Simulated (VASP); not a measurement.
# K (Pm-3m) in VASP: notebook

One crystal, K, is run at these levels: PBE; tasks: single point.

Everything below comes from runs of VASP 6.6.1. Logs are shortened: lines on timing, memory, paths and dates and some standing lists are left out, and cuts for length are marked.

## 1. Starting point

It takes space group Pm-3m (No. 221, cubic). The conventional cell has a = 4.310 Å, b = 4.310 Å, c = 4.310 Å, α = 90.00°, β = 90.00°, γ = 90.00°. K (site symmetry m-3m) has 6 K at 4.31 Å as nearest neighbours.

This isn't the form of K at room conditions, which is bcc.

## 2. Single point, PBE

INCAR reads:

```
  PREC = Accurate
  ENCUT = 400
  EDIFF = 1E-6
  ISMEAR = 1
  SIGMA = 0.2
  LREAL = False
  LASPH = True
  NELM = 100
  ALGO = Normal
  ISIF = 2
  LWAVE = False
  LCHARG = False
  GGA = PE
  NBANDS = 10
  ADDGRID = False
```

KPOINTS reads:

```
regular mesh
0
Gamma
  9 9 9
```

POSCAR reads:

```
K
1.0
    4.3104394900      0.0000000000      0.0000000000
    0.0000000000      4.3104394900      0.0000000000
    0.0000000000      0.0000000000      4.3104394900
K
1
Direct
    0.0000000000      0.0000000000      0.0000000000
```

Potentials or basis: VASP PAW PBE potentials, release 64 (K_sv).

Run with:

```bash
$ cat potpaw_PBE.64/K_sv/POTCAR > POTCAR
$ mpirun -np 1 vasp_std > vasp.out
```

OUTCAR:

```text
PREC = Accurate
   ENCUT = 400
   EDIFF = 1E-6
   ISMEAR = 1
   LREAL = False
   LASPH = True
   NELM = 100
   ISIF = 2
   GGA = PE

 Found     35 irreducible k-points:

 Following reciprocal coordinates:
            Coordinates               Weight
  0.000000  0.000000  0.000000      1.000000
  0.111111  0.000000  0.000000      6.000000
  0.222222  0.000000  0.000000      6.000000
  0.333333  0.000000  0.000000      6.000000
  0.444444  0.000000  0.000000      6.000000
  0.111111  0.111111  0.000000     12.000000
   k-points           NKPTS =     35   k-points in BZ     NKDIM =     35   number of bands    NBANDS=     10
   number of dos      NEDOS =    301   number of ions     NIONS =      1
   total plane-waves  NPLWV =  21952
   dimension x,y,z NGX =    28 NGY =   28 NGZ =   28
   dimension x,y,z NGXF=    56 NGYF=   56 NGZF=   56
   ions per type =               1
   NGX,Y,Z   is equivalent  to a cutoff of  10.80, 10.80, 10.80 a.u.
   NGXF,Y,Z  is equivalent  to a cutoff of  21.60, 21.60, 21.60 a.u.
 SYSTEM =  unknown system
   PREC   = accura    normal or accurate (medium, high low for compatibility)
   ISTART =      0    job   : 0-new  1-cont  2-samecut
   ICHARG =      2    charge: 1-file 2-atom 10-const
   ISPIN  =      1    spin polarized calculation?
   LNONCOLLINEAR =      F non collinear calculations
   LSORBIT =      F    spin-orbit coupling
   LASPH  =      T    aspherical Exc in radial PAW
   ENCUT  =  400.0 eV  29.40 Ry    5.42 a.u.   7.03  7.03  7.03*2*pi/ulx,y,z
   NELM   =    100;   NELMIN=  2; NELMDL= -5     # of ELM steps
   EDIFF  = 0.1E-05   stopping-criterion for ELM
   LREAL  =      F    real-space projection
   EDIFFG = 0.1E-04   stopping-criterion for IOM
   NSW    =      0    number of steps for IOM
   IBRION =     -1    ionic relax: 0-MD 1-quasi-New 2-CG
   NFREE  =      0    steps in history (QN), initial steepest desc. (CG)
   ISIF   =      2    stress and relaxation
   ISYM   =      2    0-nonsym 1-usesym 2-fastsym
   POTIM  = 0.5000    time-step for ionic-motion
   TEBEG  =    0.0;   TEEND  =   0.0 temperature during run
   PSTRESS=    0.0 pullay stress
   NELECT =       9.0000    total number of electrons
   NUPDOWN=      -1.0000    fix difference up-down
   EMIN   =  10.00;   EMAX   =-10.00  energy-range for DOS
   EFERMI =   0.00;   METHOD = LEGACY
   ISMEAR =     1;   SIGMA  =   0.20  broadening in eV -4-tet -1-fermi 0-gaus
   EFERMI_NEDOS =   21; number of points for ismear=-14 and -15
   IALGO  =     38    algorithm
   IMIX   =      4    mixing-type and parameters
     AMIX     =   0.40;   BMIX     =  1.00
     AMIX_MAG =   1.60;   BMIX_MAG =  1.00
  volume/ion in A,a.u.               =      80.09       540.46
  Fermi-wavevector in a.u.,A,eV,Ry     =   0.790013  1.492908  8.491671  0.624120
  Thomas-Fermi vector in A             =   1.895269
   LORBIT       =      0    0 simple, 1 ext, 2 COOP (PROOUT), +10 PAW based schemes
   GGA     = PE    functional components
   LHFCALC =     F    Hartree Fock is set to
   AEXX    =    0.0000 exact exchange contribution
   IVDW    =     0    specifies the selected vdW correction
   LEPSILON=     F    determine dielectric tensor
   LRPA    =     F    only Hartree local field effects (RPA)
 non-spin polarized calculation
 Methfessel and Paxton  Order N= 1 SIGMA  =   0.20
  energy-cutoff  :      400.00
  volume of cell :       80.09
 maximum number of plane-waves:      1466
   NGX = 15   NGY = 15   NGZ = 15

 number of electron       9.0000006 magnetization

 Free energy of the ion-electron system (eV)
  ---------------------------------------------------
  ext. energy  EPLUGINS =         0.00000000
  ---------------------------------------------------
  free energy    TOTEN  =        -0.94050652 eV

  energy without entropy =       -0.94054709  energy(sigma->0) =       -0.94052005

 E-fermi :  -0.2791     XC(G=0):  -5.4396

 val. band max:       -0.3221344460   @ k =   0.3333   0.3333   0.1111
 cond. band min:      -0.2249962296   @ k =   0.4444   0.2222   0.0000
 fundamental gap:      0.0971382164
 Fermi energy:        -0.2790756479

 k-point     1 :       0.0000    0.0000    0.0000
  band No.  band energies     occupation
      1     -32.6133      2.00000
      2     -16.0544      2.00000
      3     -16.0544      2.00000
      4     -16.0544      2.00000
      5      -2.3177      2.00000
      6       2.6201     -0.00000
      7       2.6201     -0.00000
      8       5.8678      0.00000
      9       5.8905      0.00000
     10       6.0302      0.00000

 k-point     2 :       0.1111    0.0000    0.0000
  band No.  band energies     occupation
      1     -32.6128      2.00000
      2     -16.0643      2.00000
      3     -16.0536      2.00000
      4     -16.0536      2.00000
      5      -2.2038      2.00000
      6       2.4951     -0.00000
      7       2.6772     -0.00000
      8       5.3797      0.00000
      9       5.3797      0.00000
     10       5.6236      0.00000

 k-point     3 :       0.2222    0.0000    0.0000
  band No.  band energies     occupation
      1     -32.6116      2.00000
      2     -16.0891      2.00000
      3     -16.0515      2.00000
      4     -16.0515      2.00000
      5      -1.8690      2.00000
      6       1.9994     -0.00000
      7       2.8339     -0.00000
      8       4.9087      0.00000
      9       4.9087      0.00000
     10       5.3684      0.00000

 k-point     4 :       0.3333    0.0000    0.0000
  band No.  band energies     occupation
      1     -32.6102      2.00000
      2     -16.1170      2.00000
      3     -16.0491      2.00000
      4     -16.0491      2.00000
      5      -1.3327      2.00000
      6       1.1649     -0.00000
      7       3.0406     -0.00000
      8       4.5705      0.00000
      9       4.5705      0.00000
     10       5.7076      0.00000

 k-point     5 :       0.4444    0.0000    0.0000
  band No.  band energies     occupation
      1     -32.6094      2.00000
      2     -16.1351      2.00000
      3     -16.0476      2.00000
      4     -16.0476      2.00000
      5      -0.6289      2.03293
      6       0.2537     -0.00108
      7       3.1989     -0.00000
      8       4.3942      0.00000
      9       4.3942      0.00000
     10       6.0077      0.00000

 k-point     6 :       0.1111    0.1111    0.0000
  band No.  band energies     occupation
      1     -32.6124      2.00000
      2     -16.0638      2.00000
      3     -16.0630      2.00000
      4     -16.0528      2.00000
      5      -2.0906      2.00000
      6       2.5006     -0.00000
      7       2.6277     -0.00000
      8       4.8165      0.00000
      9       5.2630      0.00000
     10       5.7170      0.00000

 [... further k-points ...]

------------------------ aborting loop because EDIFF is reached ----------------------------------------

  FORCE on cell =-STRESS in cart. coord.  units (eV):
  Direction    XX          YY          ZZ          XY          YZ          ZX
  --------------------------------------------------------------------------------------
  -------------------------------------------------------------------------------------
  Total       -0.0170816     -0.0170816     -0.0170816      0.0000000      0.0000000     -0.0000000
  in kB       -0.3417222     -0.3417222     -0.3417222      0.0000000      0.0000000     -0.0000000
  external PRESSURE =      -0.3417222 kB  Pullay stress =       0.0000000 kB

 VOLUME and BASIS-vectors are now :
 -----------------------------------------------------------------------------
  energy-cutoff  :      400.00
  volume of cell :       80.09
      direct lattice vectors                 reciprocal lattice vectors
     4.310439490  0.000000000  0.000000000     0.231994905  0.000000000  0.000000000
     0.000000000  4.310439490  0.000000000     0.000000000  0.231994905  0.000000000
     0.000000000  0.000000000  4.310439490     0.000000000  0.000000000  0.231994905

 POSITION                                       TOTAL-FORCE (eV/Angst)
 -----------------------------------------------------------------------------------
      0.00000      0.00000      0.00000         0.000000      0.000000      0.000000
 -----------------------------------------------------------------------------------
    total drift:                               -0.000000     -0.000000     -0.000000

  FREE ENERGIE OF THE ION-ELECTRON SYSTEM (eV)
  ---------------------------------------------------
  free  energy   TOTEN  =        -0.9405065245 eV

  energy  without entropy=       -0.9405470909  energy(sigma->0) =       -0.94052005
```

Run time: 8.9 s. Hardware: 1 thread of Intel Xeon Platinum 8488C (Sapphire Rapids), shared host; peak memory 0.15 GiB.

These settings aren't checked as converged: the numbers below hold their error.

What came out:

```yaml
Free_energy: -0.9405 eV
Pressure: 0.0 GPa
Band_gap_on_the_k_mesh: none (metal or under the smearing width)
```

## 3. Single point, PBE

INCAR: that of step 2 with these lines changed.

```diff
@@ -3,3 +3,3 @@
   EDIFF = 1E-6
-  ISMEAR = 1
+  ISMEAR = -1
   SIGMA = 0.2
```

KPOINTS is that of step 2.

POSCAR is that of step 2.

Potentials or basis: VASP PAW PBE potentials, release 64 (K_sv).

Run with:

```bash
$ cat potpaw_PBE.64/K_sv/POTCAR > POTCAR
$ mpirun -np 1 vasp_std > vasp.out
```

It took 9 s on 1 thread of Intel Xeon Platinum 8488C (Sapphire Rapids), shared host; peak memory 0.15 GiB.

These settings aren't checked as converged: the numbers below hold their error.

What came out:

```yaml
Free_energy: -0.9951 eV
Pressure: 0.0 GPa
Band_gap_on_the_k_mesh: none (metal or under the smearing width)
```

## 4. Single point, PBE

INCAR: that of step 3 with these lines changed.

```diff
@@ -1,5 +1,5 @@
   PREC = Accurate
-  ENCUT = 400
+  ENCUT = 500
   EDIFF = 1E-6
-  ISMEAR = -1
+  ISMEAR = 0
   SIGMA = 0.2
```

KPOINTS is that of step 3.

POSCAR is that of step 3.

Run with:

```bash
$ cat potpaw_PBE.64/K_sv/POTCAR > POTCAR
$ mpirun -np 1 vasp_std > vasp.out
```

Wall time 11 s (1 thread of Intel Xeon Platinum 8488C (Sapphire Rapids), shared host); peak memory 0.18 GiB.

The run converged, but some of its settings lie outside the range that counts as converged, so its numbers aren't taken as properties of the crystal.

What came out:

* Free energy: -0.9494 eV
* Pressure: 0.0 GPa
* Band gap on the k mesh: none (metal or under the smearing width)

## 5. Single point, PBE

INCAR: that of step 4 with these lines changed.

```diff
@@ -1,2 +1,2 @@
-  PREC = Accurate
+  PREC = Low
   ENCUT = 500
```

KPOINTS is that of step 4.

POSCAR is that of step 4.

Run with:

```bash
$ cat potpaw_PBE.64/K_sv/POTCAR > POTCAR
$ mpirun -np 1 vasp_std > vasp.out
```

Run time: 5.7 s. Hardware: 1 thread of Intel Xeon Platinum 8488C (Sapphire Rapids), shared host; peak memory 0.12 GiB.

These settings aren't checked as converged: the numbers below hold their error.

Results:

```
Free energy            : -0.9497 eV
Pressure               : 0.0 GPa
Band gap on the k mesh : none (metal or under the smearing width)
```

## 6. Single point, PBE

INCAR: that of step 5 with these lines changed.

```diff
@@ -1,2 +1,2 @@
-  PREC = Low
+  PREC = Normal
   ENCUT = 500
```

KPOINTS is that of step 5.

POSCAR is that of step 5.

Potentials or basis: VASP PAW PBE potentials, release 64 (K_sv).

Run with:

```bash
$ cat potpaw_PBE.64/K_sv/POTCAR > POTCAR
$ mpirun -np 1 vasp_std > vasp.out
```

Run time: 5.8 s. Hardware: 1 thread of Intel Xeon Platinum 8488C (Sapphire Rapids), shared host; peak memory 0.14 GiB.

The run converged, but some of its settings lie outside the range that counts as converged, so its numbers aren't taken as properties of the crystal.

Results:

```
Free energy            : -0.9494 eV
Pressure               : 0.0 GPa
Band gap on the k mesh : none (metal or under the smearing width)
```

## 7. For comparison

An earlier run on the cell as given: functional PBE; potentials or basis VASP PAW PBE potentials, release 64 (K_sv); cutoff 520 eV; k mesh 6 × 6 × 6; occupations fermi-dirac, width 0.05 eV; no spin polarisation.

- Pressure: 0.0 GPa
- Band gap on the k mesh: none (metal or under the smearing width)
